WS2 (9-atom cell, space group P3m1) at fixed atoms, calculated with Ansatz 0.2.0 using PBEsol, scalar-relativistic plane-wave PAW, no spin polarisation, a 420 eV cutoff and a 12×12×1 k mesh. The reference is Gaussian smearing of 0.02 eV. "Energy" is the value extrapolated to zero smearing, pressure is positive in compression, and the force change is the largest over atoms and axes.

```
  occupation rule  occupation width (eV)  energy less reference (meV/atom)  free energy less reference (meV/atom)  pressure less reference (GPa)  largest force change (eV/Å)
      Fermi-Dirac                   0.08                             0.001                                      0                              0                        3e-05
         Gaussian                   0.14                                 0                                      0                              0                        2e-05
Methfessel-Paxton                   0.08                                 0                                      0                              0                        2e-05
Methfessel-Paxton                   0.14                                 0                                      0                              0                        2e-05
Methfessel-Paxton                   0.27                            -0.002                                  0.001                              0                        7e-05
Methfessel-Paxton                   0.54                            -0.331                                  0.501                         -0.013                      0.00157
            fixed                      0                                 0                                      0                              0                        4e-05
      tetrahedron                      0                                 0                                      0                              0                        1e-05
```

Seven of the eight settings reproduce the reference energy to within 0.002 meV an atom, and one does not. Methfessel-Paxton smearing with a width of 0.54 eV shifts the energy by about a third of a meV an atom and the free energy by half a meV, in opposite directions. These are small errors, but they stand more than a hundred times above those of the other rows. The opposite signs reveal what has gone wrong.

**What the signs say**

Smearing replaces the sharp step between filled and empty states by a gradual one, spread over an energy called the occupation width. The program then handles three energies. The internal energy belongs to the smeared electrons themselves, and the free energy is the internal energy minus an entropy term. The third is an estimate of the energy at zero smearing, a weighted mean of the other two with positive weights. The table lists the last as "energy less reference", and in the reference run the entropy term is zero, so all three coincide there.

A true entropy is never negative, so the free energy should be the lowest of the three. At 0.54 eV it is instead 0.832 meV an atom above the zero-smearing energy. Since a mean lies between its two parts, the internal energy must lie below −0.331 meV an atom. The entropy term is therefore negative, which no real distribution of electrons allows. This conclusion needs only the two energy columns.

It also disarms a tempting misreading. A lower energy often signals a better-converged calculation or a more stable state, and here the faulty row has the lowest energy in the table. The rule that the ground state has the lowest energy holds only while each state contains between zero electrons and its full number. Once occupations leave that range, the energy can sink below the correct value.

**Why a gap causes it**

The runs whose band energies are at hand, which include the reference, all show a semiconductor with a computed gap of 1.32 eV. The Fermi level of the reference lies in the middle, so the nearest states are about 0.66 eV away on either side. What matters is this half gap measured in occupation widths, here called x. At a width of 0.14 eV, x is almost 5 and the smearing hardly touches any state. At 0.54 eV it is only 1.2, and the smearing reaches well into both bands.

Methfessel-Paxton smearing was designed for metals. It starts from a Gaussian step and adds a correction that removes the leading error in the width. In its first-order form each state adds to the free energy a term proportional to (2x² − 1)·exp(−x²), where x is now the distance of that state from the Fermi level in widths. The term is negative close to the Fermi level and positive further out. In a metal with an even density of states the two regions cancel, and that cancellation is the merit of the method.

A gap removes the central region and leaves the outer ones. At a width of 0.54 eV the sign changes 0.38 eV from the Fermi level. In that run the Fermi level is 5.84 eV, about 0.19 eV below midgap, so the nearest states, at the top of the valence band, are about 0.47 eV away. Every state of the crystal therefore still lies where the term is positive, and no negative region is left to balance it. The term outweighs the fall of the internal energy described below, so the free energy rises, as the table shows.

**The occupation at the band edge**

The same correction spoils the occupations. For an empty state at distance x the first-order rule gives the Gaussian value minus x·exp(−x²)/(2√π). Take first a Fermi level at midgap. At the bottom of the conduction band, with x = 0.66/0.54 ≈ 1.22, the Gaussian part is then 0.042 and the correction is 0.077. The difference is −0.035, so a state that should be empty would hold minus 3.5 per cent of its electrons, and a state at the top of the valence band would be overfilled by the same fraction.

The lower Fermi level of the actual run breaks this symmetry. The conduction band edge moves out to x ≈ 1.57 and the valence band edge in to x ≈ 0.88. The same formula then gives about minus 2.5 per cent at the bottom of the conduction band and an overfilling of only about 0.7 per cent at the top of the valence band. Both occupations are still outside the allowed range.

In effect, electrons are taken from states that hold none and put into lower states that are already full. Each such transfer lowers the internal energy. In the weighted mean of the energy column this fall outweighs the rise of the free energy, so the listed value is negative. The first-order occupations stray furthest from the allowed range at x = 1.22, which at this width is 0.66 eV from the Fermi level. In the run at 0.54 eV the strongest overfilling therefore falls not at the valence band edge but about 0.2 eV below it.

This estimate uses the band edges of the reference, the Fermi level of the run at 0.54 eV and the first-order formula. The order is inferred: the run at 0.08 eV has a vanishingly small but negative entropy term, of about the size expected at first order, whereas second order would make it positive. The occupations of the run at 0.54 eV are not available for comparison. The estimate explains why the internal energy falls and shows roughly at which width trouble starts, but it doesn't give the size of the energy error, which depends on how many states lie near the edges and deeper in the bands.

**Why extrapolation does not rescue the result**

The energy column is already extrapolated to zero width, yet the error remains. Such extrapolation assumes that the error follows a power of the width. In a metal this is reasonable, because the density of states near the Fermi level varies smoothly. Inside a gap that density is zero, with all its slopes and curvatures, so every term of the power series vanishes. What remains contains the factor exp(−x²), with x the half gap over the width, and no power of the width can imitate it.

The table supports this. When the width doubles from 0.27 to 0.54 eV, an error growing as the fourth power would increase 16 times, and one growing as the sixth power 64 times. The energy error increases at least 130 times, even after allowance for the last printed digit of the smaller value. Two widths cannot establish the exact law, but they do show how treacherous the onset is. A test that stopped at 0.27 eV would have found almost nothing and given no warning of the next step.

**How to recognise the failure in practice**

The first check is the order of the energies: a free energy above the zero-smearing energy by more than the numerical noise means a negative entropy term. The row at 0.27 eV has the same pattern of signs, but only in the last printed digits, so it is at most a hint. Where the program prints occupations, values below zero or above full are the direct evidence. In a metal, small excursions of this kind belong to the method and largely cancel; in a semiconductor they have nothing to cancel against.

The forces give a second check, provided the noise is known. Fixed occupations and the tetrahedron rule fill exactly the same bands as the reference, so their force changes, at most 0.00004 eV/Å, show how far two equivalent runs differ. The tetrahedron run carries a warning that its forces may lack a contribution, but its agreement with the reference shows no harm here. At 0.54 eV the force change is about 40 times this noise.

Whether such an error matters depends on the task. The atoms in this cell are not relaxed, and the force change is only about 1 per cent of the largest force on them. Near a relaxed structure, where the forces should vanish, the same change would weigh far more. An energy error of 0.3 meV an atom is harmless for a strong chemical bond but can matter when two stackings of layers differ by a similar amount, unless it is nearly the same in both.

**What carries over**

For a semiconductor, the safe width is set by the gap of the calculation itself, because that gap decides which states the smearing can reach. In this table every width up to 0.14 eV, about a fifth of the half gap, is harmless under the rule with which it was run. The rule counts as well: a Fermi-Dirac tail falls only as exp(−x), so at equal width it reaches much further across a gap than a Gaussian one. The computed gap here lacks spin-orbit coupling and comes from PBEsol run on PAW datasets made for PBE, so a calculation with a different setup should be judged by its own gap. A material with a narrower gap should fail in the same way at a smaller width.

A series for a metal would look quite different. There fixed occupations would be the doubtful choice, since bands cross the Fermi level, and the smearing rules would differ visibly at moderate widths. The close agreement of the rules in WS₂ therefore gives no ranking of them for metals.

Nor does the table show that Methfessel-Paxton is worse than a Gaussian at equal width, because it holds no other rule at 0.54 eV. With the Fermi level at midgap, a Gaussian of that width would place about 4 per cent of an electron in each state at the conduction band edge, a spill of similar size but positive sign. The root of the failure is a width comparable with the half gap; the Methfessel-Paxton correction gives it its unphysical sign. The output below lists the estimated occupation at the conduction band edge for each row, always with the Fermi level at midgap. For the row at 0.54 eV this overstates the effect: with the run's own Fermi level the value is about −2.5 per cent, not −3.5.

Numerical output:

```
Estimate at the conduction band edge, Fermi level at midgap:
                row  width in eV  width over half gap  occupation (1 is full)
        Fermi-Dirac         0.08               0.1211               0.0002596
           Gaussian         0.14                0.212               1.268e-11
  Methfessel-Paxton         0.08               0.1211               -5.71e-30
  Methfessel-Paxton         0.14                0.212              -2.741e-10
  Methfessel-Paxton         0.27               0.4088               -0.001467
  Methfessel-Paxton         0.54               0.8176                -0.03546
              fixed            0                    0                       0
        tetrahedron            0                    0                       0
Half gap in eV: 0.6605
Half gap over width at 0.54 eV: 1.223
Distance in widths where the first-order occupation is most negative: 1.225
Distance from the Fermi level beyond which the entropy term is negative, at width 0.54, in eV: 0.3818
Edge occupation that a Gaussian of width 0.54 eV would give: 0.04183
Free energy less zero-smearing energy at 0.54 eV, both against reference, meV/atom: 0.832
Growth of the energy error from 0.27 to 0.54 eV, ratio of printed values: 165.5
Least growth of the energy error that rounding allows: 132.2
Least growth of the free-energy error that rounding allows: 333.7
Growth of a fourth-power error on doubling the width: 16
Force change at 0.54 eV over the larger one of fixed and tetrahedron: 39.25
Force change at 0.54 eV in percent of the largest force in the reference: 1.291
Pressure change at 0.54 eV in percent of the reference pressure, sizes only: 0.6886
```
